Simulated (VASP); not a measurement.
# Ho (Im-3m) in VASP: settings compared, part 2 of 2

VASP 6.6.1. The steps go on from the part before.

**4. Relaxation of the atoms, optB88-vdW, non-collinear spin, ferromagnetic start (cell strained at random at fixed volume)**

run.py reads:

```python
from ase.calculators.vasp import Vasp
from ase.io import read
from ase.optimize import BFGS

atoms = read('Ho.cif', primitive_cell=True, subtrans_included=False)
atoms.set_initial_magnetic_moments([[2.828, 2.828, 0.0]])
calc = Vasp(
    directory='calc',
    xc='optb88-vdw',
    pp='PBE',
    setups={'base': 'minimal', 'Ho': '_3'},
    prec='Accurate',
    encut=600,
    ediff=1e-06,
    ismear=1,
    sigma=0.2,
    lreal=False,
    lasph=True,
    nelm=120,
    algo='Normal',
    isif=2,
    lwave=False,
    lcharg=False,
    lnoncollinear=True,
    lorbit=11,
    lmaxmix=6,
    kpts=[9, 9, 9],
    gamma=True,
)
atoms.calc = calc
opt = BFGS(atoms, trajectory='relax.traj')
converged = opt.run(fmax=0.01, steps=40)
print('converged:', converged)

print('energy (eV):', atoms.get_potential_energy())
print('free energy (eV):', atoms.get_potential_energy(force_consistent=True))
print('forces (eV/A):')
print(atoms.get_forces())
print('stress (eV/A^3, Voigt):', atoms.get_stress())
print('Fermi level (eV):', calc.get_fermi_level())
print('cell (A, degrees):', atoms.cell.cellpar())
print('volume (A^3):', atoms.get_volume())
print('scaled positions:')
print(atoms.get_scaled_positions())
```

Ho.cif reads:

```cif
data_Ho
_cell_length_a 3.42675643
_cell_length_b 3.44655555
_cell_length_c 3.45191952
_cell_angle_alpha 109.14428588
_cell_angle_beta 109.03751878
_cell_angle_gamma 109.80479886
_space_group_name_H-M_alt 'P-1'
_space_group_name_Hall '-P 1'
_space_group_IT_number 2
loop_
_space_group_symop_operation_xyz
'x,y,z'
'-x,-y,-z'
loop_
_atom_site_label
_atom_site_type_symbol
_atom_site_symmetry_multiplicity
_atom_site_Wyckoff_symbol
_atom_site_fract_x
_atom_site_fract_y
_atom_site_fract_z
_atom_site_occupancy
Ho1 Ho 1 b 0.0000000000 0.0000000000 0.5000000000 1
```

Potentials or basis: VASP PAW PBE potentials, release 64 (Ho_3), 4f in core.

Launch:

```console
$ python run.py
```

What it wrote:

```text
<dir> UserWarning: vdW has been enabled, however no location for the vdw_kernel.bindat file has been specified. Set ASE_VASP_VDW environment variable to copy the vdW kernel.
  warnings.warn(
      Step     Time          Energy          fmax
BFGS:    0 --:--:--       -1.714326        0.000000
converged: True
energy (eV): -1.71267435
free energy (eV): -1.7143259
forces (eV/A):
[[-0. -0.  0.]]
stress (eV/A^3, Voigt): [0.00920678 0.01175099 0.01122586 0.000302   0.00048479 0.0013693 ]
Fermi level (eV): 2.98506102
cell (A, degrees): [  3.42675643   3.44655555   3.45191952 109.14428588 109.03751878
 109.80479886]
volume (A^3): 31.54700189598664
scaled positions:
[[3.23986559e-17 0.00000000e+00 5.00000000e-01]]
```

OUTCAR:

```text
ENCUT = 600.000000
   EDIFF = 1.00e-06
   GGA = BO
   PREC = Accurate
   ISIF = 2
   ISMEAR = 1
   LORBIT = 11
   NELM = 120
   LASPH = .TRUE.
   LNONCOLLINEAR = .TRUE.
   LREAL = .FALSE.
   ISPIN = 2

 ion  position               nearest neighbor table
   1  0.000  0.000  0.500-

  LATTYP: Found a triclinic cell.
 ALAT       =     6.6311329960
 B/A-ratio  =     0.6021122329
 C/A-ratio  =     0.5959748040
 COS(alpha) =     0.0012069984
 COS(beta)  =     0.2968444573
[... 729 lines left out ...]

 POSITION                                       TOTAL-FORCE (eV/Angst)
 -----------------------------------------------------------------------------------
     -0.56299     -0.80435      1.41951        -0.000000     -0.000000      0.000000
 -----------------------------------------------------------------------------------
    total drift:                               -0.000000     -0.000000      0.000000

  FREE ENERGIE OF THE ION-ELECTRON SYSTEM (eV)
  ---------------------------------------------------
  free  energy   TOTEN  =        -1.7143258978 eV

  energy  without entropy=       -1.7093712537  energy(sigma->0) =       -1.71267435

Total vdW correction in eV:      1.6856088

 total charge

# of ion       s       p       d       tot
------------------------------------------
    1        0.466   6.434   1.088   7.988

 magnetization (x)

# of ion       s       p       d       tot
------------------------------------------
    1        0.000   0.000   0.001   0.001

 magnetization (y)

# of ion       s       p       d       tot
------------------------------------------
    1        0.000   0.000   0.001   0.001

 magnetization (z)

# of ion       s       p       d       tot
------------------------------------------
    1       -0.000   0.000   0.000   0.000
```

INCAR:

```text
AGGAC = 0.000000
ENCUT = 600.000000
PARAM1 = 0.183333
PARAM2 = 0.220000
SIGMA = 0.200000
EDIFF = 1.00e-06
ALGO = Normal
GGA = BO
PREC = Accurate
ISIF = 2
ISMEAR = 1
LMAXMIX = 6
LORBIT = 11
NELM = 120
LASPH = .TRUE.
LCHARG = .FALSE.
LUSE_VDW = .TRUE.
LWAVE = .FALSE.
LNONCOLLINEAR = .TRUE.
LREAL = .FALSE.
ISPIN = 2
MAGMOM = 2*2.8280 1*0.0000
```

It took 6.9 min on 1 thread of Intel Xeon 6975P-C (Granite Rapids), shared host; peak memory 0.71 GiB.

What came out:

| Property | Result |
| --- | --- |
| Free energy | -1.7143 eV |
| Pressure after relaxing | -1.7 GPa |
| Band gap on the k mesh | none (metal or under the smearing width) |
| Net moment | 0.00 μB per cell |
| Valence electrons inside the program's atomic spheres | Ho 7.99 |

Final structure:
```
Ho
1.0
     3.42676    0.00000    0.00000
    -1.16775    3.24270    0.00000
    -1.12597   -1.60870    2.83902
Ho
1
Direct
  0.00000 0.00000 0.50000
```

Moments on the atoms (μB; x, y, z):
```
Ho  0.00 0.00 0.00
```

Caveat: the magnetic or orbital state may not be the lowest; the relaxation stopped at its first step, so nothing moved; the PAW data sets were made with another functional, which shifts forces and pressure a little; spin-orbit coupling is left out, which moves the levels of the heavy elements; the 4f electrons are frozen in the core as for a trivalent ion, so they carry no moment and show no levels.

**5. Overview**

```csv
task,level,potentials or basis,spin,fixed moment (μB),cell,k mesh,cutoff (eV),smearing,supercell matrix,optimiser,gap on the mesh (eV),pressure (GPa),moment (μB)
single point,PBE,"VASP PAW PBE potentials, release 64 (Ho)","collinear, ferromagnetic start",-,as given,9 × 9 × 9,500,gaussian 0.1 eV,-,-,none,2.2,3.63
atomic charges,vdW-DF2,"VASP PAW PBE potentials, release 64 (Ho_3), 4f in core","collinear, antiferromagnetic start",0,as given,7 × 7 × 7,520,gaussian 0.01 eV,"[0, 1, 1, 1, 0, 1, 1, 1, 0]",-,-,1.5,0.00
relaxation of the atoms,optB88-vdW,"VASP PAW PBE potentials, release 64 (Ho_3), 4f in core","non-collinear, ferromagnetic start",-,atoms relaxed from: cell strained at random at fixed volume,9 × 9 × 9,600,methfessel-paxton 0.2 eV,-,BFGS,none,-1.7,0.00
```

Caveats: the magnetic or orbital state may not be the lowest; spin-orbit coupling is left out, which moves the levels of the heavy elements; the PAW data sets were made with another functional, which shifts forces and pressure a little (some runs); the 4f electrons are frozen in the core as for a trivalent ion, so they carry no moment and show no levels (some runs); the total moment is fixed, so each spin has its own Fermi level (some runs); the relaxation stopped at its first step, so nothing moved (some runs).

Absolute energies hang on the potentials; compare differences alone.
